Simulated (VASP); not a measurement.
# GaN (P6_3mc) in VASP: a series of runs

One crystal, GaN, is run at these levels: PBE; tasks: single point.

All numbers are computed with VASP 6.6.1; they aren't measurements. Logs are shortened: lines on timing, memory, paths and dates and some standing lists are left out, and cuts for length are marked.

## 1. Starting point

The structure is hexagonal, space group P6_3mc (No. 186). Conventional cell: a = 3.180 Å, b = 3.180 Å, c = 5.166 Å, α = 90.00°, β = 90.00°, γ = 120.00°. Around Ga (site symmetry 3m) lie 4 N at 1.94 to 1.95 Å. Around N (site symmetry 3m) lie 4 Ga at 1.94 to 1.95 Å.

## 2. Single point, PBE

File INCAR:

```
PREC = Accurate
ENCUT = 450
EDIFF = 0.01
ISMEAR = 0
SIGMA = 0.05
LREAL = F
LASPH = T
NELM = 100
ALGO = Normal
ISIF = 2
LWAVE = F
LCHARG = F
GGA = PE
ADDGRID = F
```

File KPOINTS:

```
Automatic mesh
0
Gamma
  5 5 3
```

File POSCAR:

```
GaN
1.0
    3.1800000000      0.0000000000      0.0000000000
   -1.5900000000      2.7539607840      0.0000000000
    0.0000000000      0.0000000000      5.1660000000
Ga N
2 2
Direct
    0.6666666667      0.3333333333      0.5000000000
    0.3333333333      0.6666666667      0.0000000000
    0.6666666667      0.3333333333      0.8750000000
    0.3333333333      0.6666666667      0.3750000000
```

Potentials or basis: VASP PAW PBE potentials, release 64 (Ga, N).

Command:

```
> cat potpaw_PBE.64/Ga/POTCAR potpaw_PBE.64/N/POTCAR > POTCAR
> mpirun -np 1 vasp_std > vasp.out
```

OUTCAR:

```text
PREC = Accurate
   ENCUT = 450
   EDIFF = 0.01
   ISMEAR = 0
   LREAL = F
   LASPH = T
   NELM = 100
   ISIF = 2
   GGA = PE

 Found     10 irreducible k-points:

 Following reciprocal coordinates:
            Coordinates               Weight
  0.000000  0.000000  0.000000      1.000000
  0.200000  0.000000  0.000000      6.000000
  0.400000  0.000000  0.000000      6.000000
  0.200000  0.200000  0.000000      6.000000
  0.400000  0.200000  0.000000      6.000000
  0.000000  0.000000  0.333333      2.000000
   k-points           NKPTS =     10   k-points in BZ     NKDIM =     10   number of bands    NBANDS=     12
   number of dos      NEDOS =    301   number of ions     NIONS =      4
   total plane-waves  NPLWV =  20736
   dimension x,y,z NGX =    24 NGY =   24 NGZ =   36
   dimension x,y,z NGXF=    48 NGYF=   48 NGZF=   72
   ions per type =               2   2
   NGX,Y,Z   is equivalent  to a cutoff of  12.55, 12.55, 11.59 a.u.
   NGXF,Y,Z  is equivalent  to a cutoff of  25.09, 25.09, 23.17 a.u.
 SYSTEM =  unknown system
   PREC   = accura    normal or accurate (medium, high low for compatibility)
   ISTART =      0    job   : 0-new  1-cont  2-samecut
   ICHARG =      2    charge: 1-file 2-atom 10-const
   ISPIN  =      1    spin polarized calculation?
   LNONCOLLINEAR =      F non collinear calculations
   LSORBIT =      F    spin-orbit coupling
   LASPH  =      T    aspherical Exc in radial PAW
   ENCUT  =  450.0 eV  33.07 Ry    5.75 a.u.   5.50  5.50  8.94*2*pi/ulx,y,z
   NELM   =    100;   NELMIN=  2; NELMDL= -5     # of ELM steps
   EDIFF  = 0.1E-01   stopping-criterion for ELM
   LREAL  =      F    real-space projection
   EDIFFG = 0.1E+00   stopping-criterion for IOM
   NSW    =      0    number of steps for IOM
   IBRION =     -1    ionic relax: 0-MD 1-quasi-New 2-CG
   NFREE  =      0    steps in history (QN), initial steepest desc. (CG)
   ISIF   =      2    stress and relaxation
   ISYM   =      2    0-nonsym 1-usesym 2-fastsym
   POTIM  = 0.5000    time-step for ionic-motion
   TEBEG  =    0.0;   TEEND  =   0.0 temperature during run
   PSTRESS=    0.0 pullay stress
   NELECT =      16.0000    total number of electrons
   NUPDOWN=      -1.0000    fix difference up-down
   EMIN   =  10.00;   EMAX   =-10.00  energy-range for DOS
   EFERMI =   0.00;   METHOD = LEGACY
   ISMEAR =     0;   SIGMA  =   0.05  broadening in eV -4-tet -1-fermi 0-gaus
   EFERMI_NEDOS =   21; number of points for ismear=-14 and -15
   IALGO  =     38    algorithm
   IMIX   =      4    mixing-type and parameters
     AMIX     =   0.40;   BMIX     =  1.00
     AMIX_MAG =   1.60;   BMIX_MAG =  1.00
  volume/ion in A,a.u.               =      11.31        76.33
  Fermi-wavevector in a.u.,A,eV,Ry     =   1.157715  2.187764 18.235949  1.340304
  Thomas-Fermi vector in A             =   2.294324
   LORBIT       =      0    0 simple, 1 ext, 2 COOP (PROOUT), +10 PAW based schemes
   GGA     = PE    functional components
   LHFCALC =     F    Hartree Fock is set to
   AEXX    =    0.0000 exact exchange contribution
   IVDW    =     0    specifies the selected vdW correction
   LEPSILON=     F    determine dielectric tensor
   LRPA    =     F    only Hartree local field effects (RPA)
 non-spin polarized calculation
 Gauss-broadening in eV      SIGMA  =   0.05
  energy-cutoff  :      450.00
  volume of cell :       45.24
 maximum number of plane-waves:      1002
 NGX is ok and might be reduce to    24
   NGX = 11   NGY = 11   NGZ = 17

 number of electron      15.9999999 magnetization

 Free energy of the ion-electron system (eV)
  ---------------------------------------------------
  ext. energy  EPLUGINS =         0.00000000
  ---------------------------------------------------
  free energy    TOTEN  =       -24.20744682 eV

  energy without entropy =      -24.20744682  energy(sigma->0) =      -24.20744682

 E-fermi :   3.3554     XC(G=0): -10.9175

 val. band max:        3.0769109919   @ k =   0.0000   0.0000   0.0000
 cond. band min:       5.1207806756   @ k =   0.0000   0.0000   0.0000
 fundamental gap:      2.0438696837
 Fermi energy:         3.3554242431

 k-point     1 :       0.0000    0.0000    0.0000
  band No.  band energies     occupation
      1     -12.9213      2.00000
      2     -10.5042      2.00000
      3      -4.0013      2.00000
      4       2.0293      2.00000
      5       2.0293      2.00000
      6       3.0176      2.00000
      7       3.0769      2.00000
      8       3.0769      2.00000
      9       5.1208      0.00000
     10       7.4882      0.00000
     11      12.3963      0.00000
     12      13.1258      0.00000

 k-point     2 :       0.2000    0.0000    0.0000
  band No.  band energies     occupation
      1     -12.3817      2.00000
      2     -10.1709      2.00000
      3      -3.4545      2.00000
      4      -0.2049      2.00000
      5       0.8573      2.00000
      6       1.3456      2.00000
      7       2.5922      2.00000
      8       2.7483      2.00000
      9       7.0035      0.00000
     10       9.0262      0.00000
     11      10.9979      0.00000
     12      11.9482      0.00000
[... 31 lines left out ...]
 k-point     5 :       0.4000    0.2000    0.0000
  band No.  band energies     occupation
      1     -10.3677      2.00000
      2      -9.7895      2.00000
      3      -2.9667      2.00000
      4      -2.0663      2.00000
      5      -1.3303      2.00000
      6      -0.5105      2.00000
      7       0.5789      2.00000
      8       0.9332      2.00000
      9       8.5913      0.00000
     10      10.1607      0.00000
     11      10.3154      0.00000
     12      11.6240      0.00000

 k-point     6 :       0.0000    0.0000    0.3333
  band No.  band energies     occupation
      1     -12.4864      2.00000
      2     -11.3481      2.00000
      3      -2.3817      2.00000
      4       0.7298      2.00000
      5       2.2798      2.00000
      6       2.2798      2.00000
      7       2.8031      2.00000
      8       2.8031      2.00000
      9       6.7900      0.00000
     10       7.6204      0.00000
     11      11.8180      0.00000
     12      12.3012      0.00000

 [... further k-points ...]

------------------------ aborting loop because EDIFF is reached ----------------------------------------

  FORCE on cell =-STRESS in cart. coord.  units (eV):
  Direction    XX          YY          ZZ          XY          YZ          ZX
  --------------------------------------------------------------------------------------
  -------------------------------------------------------------------------------------
  Total        3.6251945      3.6251945      4.1830564      0.0000000      0.0000000      0.0000000
  in kB      128.3815528    128.3815528    148.1375049      0.0000000      0.0000000      0.0000000
  external PRESSURE =     134.9668702 kB  Pullay stress =       0.0000000 kB

 VOLUME and BASIS-vectors are now :
 -----------------------------------------------------------------------------
  energy-cutoff  :      450.00
  volume of cell :       45.24
      direct lattice vectors                 reciprocal lattice vectors
     3.180000000  0.000000000  0.000000000     0.314465409  0.181556688  0.000000000
    -1.590000000  2.753960784  0.000000000     0.000000000  0.363113377  0.000000000
     0.000000000  0.000000000  5.166000000     0.000000000  0.000000000  0.193573364

 POSITION                                       TOTAL-FORCE (eV/Angst)
 -----------------------------------------------------------------------------------
      1.59000      0.91799      2.58300         0.000000      0.000000     -0.169965
     -0.00000      1.83597      0.00000         0.000000     -0.000000     -0.169965
      1.59000      0.91799      4.52025         0.000000     -0.000000      0.169965
     -0.00000      1.83597      1.93725        -0.000000      0.000000      0.169965
 -----------------------------------------------------------------------------------
    total drift:                               -0.000000     -0.000000     -0.002001

  FREE ENERGIE OF THE ION-ELECTRON SYSTEM (eV)
  ---------------------------------------------------
  free  energy   TOTEN  =       -24.2074468200 eV

  energy  without entropy=      -24.2074468200  energy(sigma->0) =      -24.20744682
```

stdout:

```text
POSCAR found type information on POSCAR GaN
 POSCAR found :  2 types and       4 ions
 scaLAPACK will be used
 LDA part: xc-table for (Slater+PW92), standard interpolation
 POSCAR, INCAR and KPOINTS ok, starting setup
 FFT: planning ... GRIDC
 FFT: planning ... GRID_SOFT
 FFT: planning ... GRID
 WAVECAR not read
 entering main loop
```

It took 3.1 s on 1 thread of Intel Xeon 6975P-C (Granite Rapids), shared host; peak memory 0.15 GiB.

The run converged, but some of its settings lie outside the range that counts as converged, so its numbers aren't taken as properties of the crystal.

What came out:

```yaml
Free_energy: -24.2074 eV
Largest_force: 0.170 eV/Å
Band_gap_on_the_k_mesh: 2.04 eV, direct
```

Caveat: the k mesh is coarse (spacing up to 0.46 Å⁻¹), so the values aren't converged; the cutoff is under 1.25 times the usual one of these potentials, so pressure, stress and relaxed cells hold a basis-set (Pulay) error.

(Part 1 of 3 ends here.)
